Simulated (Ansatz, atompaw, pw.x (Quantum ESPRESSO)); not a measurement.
## From atom to crystal: PAW (atompaw) potential for zinc

zinc (Zn), PAW, made with atompaw 4.2.0.5 (PBE, scalar-relativistic). Core [Ar] 3d10, reference 4s2 4p0. Waves: 4s (bound): rc 2.50 bohr; 4s channel at 0.6 Ry: rc 2.60 bohr; 4p (bound, empty): rc 2.60 bohr; 4p channel at 1.2 Ry: rc 2.60 bohr; 4d channel at 0.25 Ry: rc 2.60 bohr; 4d channel at 1.85 Ry: rc 2.60 bohr. Local part: bessel scheme, radius 2.40 bohr. Core correction: smooth core density matched at 1.70 bohr. Augmentation charge: gaussian compensation charge, radius 1.90 bohr; PAW radius 2.60 bohr; waves and projectors: custom rrkj gramschmidtortho.

Atomic tests: cutoffs needed: 6 Ry and 6 Ry (the cutoffs (Ry, on a coarse ladder) from which the occupation-weighted sum of valence levels, in a spherical-Bessel basis at the reference potential, stays within 10 and 1 mRy of its value at 400 Ry); ghost test: no extra level below or beside the all-electron valence levels (s, p, d, f tested) (spherical-Bessel basis up to 400 Ry, 20 bohr box); lowest eigenvalue of the overlap operator: 0.36 (s channel).

Crystal test: bcc Zn in pw.x 7.5, no spin, 15³ k-points, Fermi–Dirac smearing 0.01 Ry, cutoffs 40/400 Ry. The reference is all-electron LAPW (Ansatz 0.2.0) with the same functional, mesh and smearing; V0 and B0 come from Birch–Murnaghan fits to the pressures at five volumes. Errors are pseudo minus all-electron; Δ is the rms difference of the E(V) curves that follow from these fits, minima aligned, over ±6 % about the mean V0. Mesh and smearing are coarse, so the numbers serve the comparison and aren't converged zero-temperature values; the lattice is a test structure that the element need not adopt.

All-electron: a0 = 3.134 Å (V0 = 15.39 Å³/atom), B0 = 64.0 GPa.

How far does the potential miss the all-electron equation of state?

mean pressure error (GPa): -3.91. The pressure does not cross zero within the volumes sampled, so no fit is given. This is a poor potential for the solid. The logarithmic derivative shows an extra or strongly shifted pseudo pole above the reference energy (d near 0.38 Ry).

```tsv
V (Å³/atom)	P all-electron (GPa)	P pseudo (GPa)
14.468	4.67	-0.12
14.848	2.51	-1.77
15.229	0.67	-3.17
15.610	-0.89	-4.37
15.990	-2.22	-5.38
```

At the middle volume, how do free energy and pressure move when the wave cutoff is lowered (ecutrho held at 400 Ry)?

```tsv
cutoff (Ry)	shift of F (meV/atom)	shift of P (GPa)
18	+3.8	+0.00
24	+2.3	+0.01
32	+0.2	+0.01
```

The run at the middle volume (120 k-points, 5 iterations) took about 6.1 s on one core of a shared host (Intel(R) Xeon(R) Platinum 8488C, 96 threads, 744 GiB, load 27).
